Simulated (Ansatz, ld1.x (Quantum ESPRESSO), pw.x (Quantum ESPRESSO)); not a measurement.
**Equation-of-state test of one TM potential (palladium)**

Pd, norm-conserving Troullier–Martins (Kleinman–Bylander form), made with ld1.x (Quantum ESPRESSO) 7.5 (PBE, scalar-relativistic). Core [Kr], reference 4d10 5s0 5p0. Waves: 5p (bound, empty): rc 3.90 bohr; 4d (bound): rc 1.40 bohr; 5s (bound, empty): rc 2.15 bohr. Local part: the s channel. Core correction: a·sin(br)/r model core inside 1.12 bohr.

Atomic tests: cutoffs needed: 70 Ry and 90 Ry (the cutoffs (Ry, on a coarse ladder) from which the occupation-weighted sum of valence levels, in a spherical-Bessel basis at the reference potential, stays within 10 and 1 mRy of its value at 400 Ry); ghost test: no extra level below or beside the all-electron valence levels (p, d, s, f tested) (spherical-Bessel basis up to 400 Ry, 20 bohr box); configuration tests: 1 of 7 tests not solved or not reliable.

Crystal test: sc Pd in pw.x 7.5, no spin, 13³ k-points, Fermi–Dirac smearing 0.01 Ry, cutoffs 110/440 Ry. The reference is all-electron LAPW (Ansatz 0.2.0) with the same functional, mesh and smearing; V0 and B0 come from Birch–Murnaghan fits to the pressures at five volumes. Errors are pseudo minus all-electron; Δ is the rms difference of the E(V) curves that follow from these fits, minima aligned, over ±6 % about the mean V0. Mesh and smearing are coarse, so the numbers serve the comparison and aren't converged zero-temperature values; the lattice is a test structure that the element need not adopt.

| V (Å³/atom) | P all-electron (GPa) | P pseudo (GPa) |
| --- | --- | --- |
| 17.046 | 6.62 | 15.99 |
| 17.494 | 2.85 | 11.22 |
| 17.943 | -0.36 | 7.16 |
| 18.392 | -3.09 | 3.68 |
| 18.840 | -5.40 | 0.72 |

All-electron: a0 = 2.615 Å (V0 = 17.89 Å³/atom), B0 = 120.2 GPa.

Pseudopotential: mean pressure error (GPa): +7.63. The pressure does not cross zero within the volumes sampled, so no fit is given. The largest radius (3.90 bohr) exceeds half the bond length (2.47 bohr), so the spheres overlap, which is one possible source of error among others. This is a poor potential for the solid. Atomic configuration tests: 1 of 7 tests not solved or not reliable.

Question: At the middle volume, how do free energy and pressure move when the wave cutoff is lowered (ecutrho kept at four times it)?

Answer:

```csv
cutoff (Ry),shift of F (meV/atom),shift of P (GPa)
50,+1592.1,-74.11
66,+89.8,-7.28
88,+4.7,+0.18
```

The run at the middle volume (84 k-points, 8 iterations) took about 25 s on one core of a shared host (Neoverse-V1, 32 threads, 247 GiB, load 30).
